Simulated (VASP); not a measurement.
**VASP 6.6.1 run: Si**

INCAR

```
NSW = 0
NELM = 120
LCHARG = .FALSE.
NBANDS = 11
PREC = High
SIGMA = 0.02
LASPH = .TRUE.
ENCUT = 520
EDIFF = 1E-7
GGA = PE
LREAL = .FALSE.
ISMEAR = -1
ISIF = 2
LWAVE = .FALSE.
NELECT = 8.1
IBRION = -1
```

KPOINTS

```
KPOINTS created by Atomic Simulation Environment
0
Gamma
8 8 8
0 0 0
```

POSCAR

```
Si
 1.0000000000000000
     0.0000000000000000    2.6948977067000000    2.6948977067000000
     2.6948977067000000    0.0000000000000000    2.6948977067000000
     2.6948977067000000    2.6948977067000000    0.0000000000000000
 Si
   2
Cartesian
  0.0000000000000000  0.0000000000000000  0.0000000000000000
  1.3474488533499998  1.3474488533499998  1.3474488533499998
```

The recommended PBE PAW datasets give the neutral cell 8 valence electrons.

Command

```
mpirun -np 1 vasp_std
```

Predict the outcome of this run.

It converged. Results: pressure 7.7 GPa.

OSZICAR

```
N       E                     dE             d eps       ncg     rms          rms(c)
DAV:   1     0.649346532021E+01    0.64935E+01   -0.33403E+03   638   0.570E+02
DAV:   2    -0.984836796424E+01   -0.16342E+02   -0.15493E+02   861   0.839E+01
DAV:   3    -0.103602539464E+02   -0.51189E+00   -0.51043E+00   806   0.120E+01
DAV:   4    -0.103640807534E+02   -0.38268E-02   -0.38264E-02   783   0.132E+00
DAV:   5    -0.103641164352E+02   -0.35682E-04   -0.35681E-04   793   0.118E-01    0.503E+00
DAV:   6    -0.102079531992E+02    0.15616E+00   -0.10330E-01   731   0.129E+00    0.307E+00
DAV:   7    -0.101466606476E+02    0.61293E-01   -0.14322E-01   719   0.166E+00    0.241E-01
DAV:   8    -0.101477206867E+02   -0.10600E-02   -0.50099E-03   728   0.407E-01    0.964E-02
DAV:   9    -0.101479333354E+02   -0.21265E-03   -0.49635E-04   731   0.106E-01    0.501E-02
DAV:  10    -0.101479316006E+02    0.17348E-05   -0.18918E-05   781   0.245E-02    0.151E-02
DAV:  11    -0.101479344463E+02   -0.28457E-05   -0.58561E-06   739   0.139E-02    0.503E-03
DAV:  12    -0.101479343682E+02    0.78065E-07   -0.54984E-08   722   0.162E-03
   1 F= -.10147934E+02 E0= -.10147293E+02  d E =-.128322E-02
```

The cell is charged and sits in a uniform background.

For comparison, a separate PBE run of the intended cell, on usual settings and not on those above, gives a gap of 0.58 eV on its mesh and a pressure of 4.3 GPa.
